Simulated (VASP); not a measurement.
Si: relaxation of the atoms with PBE

Slab: Si, a slab with vacuum.

```
Si
1.0
     7.73388    0.00000    0.00000
     0.00000    3.86694    0.00000
     0.00000    0.00000   21.43585
Si
12
Direct
  0.90690 0.00000 0.35455
  0.59310 0.00000 0.32656
  0.50000 0.50000 0.40433
  0.00000 0.50000 0.40433
  0.25000 0.50000 0.46811
  0.75000 0.50000 0.46811
  0.75000 0.00000 0.53189
  0.25000 0.00000 0.53189
  0.50000 0.00000 0.59567
  0.00000 0.00000 0.59567
  0.90690 0.50000 0.64545
  0.59310 0.50000 0.67344
```

The cell was built by a generator and needn't be a form met in nature.

```yaml
Program: VASP 6.6.1
Task: relaxation of the atoms
Functional: PBE
Potentials_or_basis: VASP PAW PBE potentials, release 64 (Si)
Cutoff: 700 eV
k_mesh: 4 × 7 × 1
Occupations: gaussian, width 0.03 eV
Spin: no spin polarisation
Dipole_correction: yes
Further_INCAR_settings: ALGO = Fast; EDIFF = 1e-07; ISYM = 0; IBRION = 2; EDIFFG = -0.01; NSW = 90
```

```json
{
  "Energy gained by relaxing": "105.0 meV/atom",
  "Ionic steps": "27",
  "Largest force after relaxing": "0.010 eV/Å",
  "Band gap on the k mesh": "0.30 eV, indirect (least direct gap 0.53 eV)"
}
```

Forces in eV/Å, atoms in the order of the input:
```
Si  -0.006  0.000 -0.008
Si   0.001  0.000  0.000
Si   0.001  0.000  0.005
Si   0.002  0.000 -0.008
Si   0.001  0.000  0.009
Si   0.000  0.000 -0.005
Si   0.000  0.000  0.005
Si   0.001  0.000 -0.009
Si   0.001  0.000 -0.005
Si   0.002  0.000  0.008
Si  -0.006  0.000  0.008
Si   0.001  0.000  0.000
```

Step by step:
```tsv
step	energy change (eV)	largest force (eV/Å)	pressure (GPa)
1	0.0000	1.4610	-1.20
2	-0.3272	0.9539	-1.25
3	-0.6132	1.2059	-0.93
4	-0.6529	1.0137	-1.10
5	-0.8572	0.6020	-0.97
6	-0.8754	0.8352	-0.88
7	-0.9721	0.4879	-0.84
8	-1.0033	0.4581	-0.77
9	-1.0680	0.4607	-0.72
10	-1.1877	0.5231	-0.56
11	-1.2403	0.2053	-0.47
12	-1.2403	0.2021	-0.47
13	-1.2514	0.1061	-0.44
14	-1.2520	0.1318	-0.42
15	-1.2566	0.0650	-0.39
16	-1.2567	0.0776	-0.39
17	-1.2580	0.0355	-0.38
18	-1.2581	0.0496	-0.38
19	-1.2590	0.0330	-0.37
20	-1.2591	0.0406	-0.36
21	-1.2596	0.0312	-0.34
22	-1.2596	0.0355	-0.34
23	-1.2600	0.0231	-0.31
24	-1.2601	0.0270	-0.30
25	-1.2603	0.0191	-0.28
26	-1.2603	0.0173	-0.28
27	-1.2603	0.0099	-0.28
```

Final structure:
```yaml
crystal:
  lattice:
    - [7.73388, 0.00000, 0.00000]
    - [0.00000, 3.86694, 0.00000]
    - [0.00000, 0.00000, 21.43585]
  atoms:
    - { symbol: Si, position: [0.86184, 0.00000, 0.37307] }
    - { symbol: Si, position: [0.57530, 0.00000, 0.33743] }
    - { symbol: Si, position: [0.52268, 0.50000, 0.40167] }
    - { symbol: Si, position: [0.01151, 0.50000, 0.40231] }
    - { symbol: Si, position: [0.26758, 0.50000, 0.46671] }
    - { symbol: Si, position: [0.76108, 0.50000, 0.46955] }
    - { symbol: Si, position: [0.76108, 0.00000, 0.53045] }
    - { symbol: Si, position: [0.26758, 0.00000, 0.53329] }
    - { symbol: Si, position: [0.52268, 0.00000, 0.59833] }
    - { symbol: Si, position: [0.01151, 0.00000, 0.59769] }
    - { symbol: Si, position: [0.86184, 0.50000, 0.62693] }
    - { symbol: Si, position: [0.57530, 0.50000, 0.66257] }
```

Levels at points of the mesh, in eV from the valence-band top:
| k point | band 21 | band 22 | band 23 | band 24 | band 25 | band 26 | band 27 | band 28 |
| --- | --- | --- | --- | --- | --- | --- | --- | --- |
| (0.00, 0.00, 0.00) | -0.81 | -0.74 | -0.58 | -0.23 | 0.45 | 0.65 | 0.74 | 1.54 |
| (0.50, 0.00, 0.00) | -0.85 | -0.63 | -0.38 | -0.12 | 0.41 | 0.55 | 1.23 | 1.80 |

Wall time 40 min on 4 MPI ranks on AMD EPYC 9R45 96-Core Processor (Zen 5), with other jobs on the host, peak memory 1.2 GiB a rank.

PBE gaps usually lie below the measured ones, often by a third to a half.
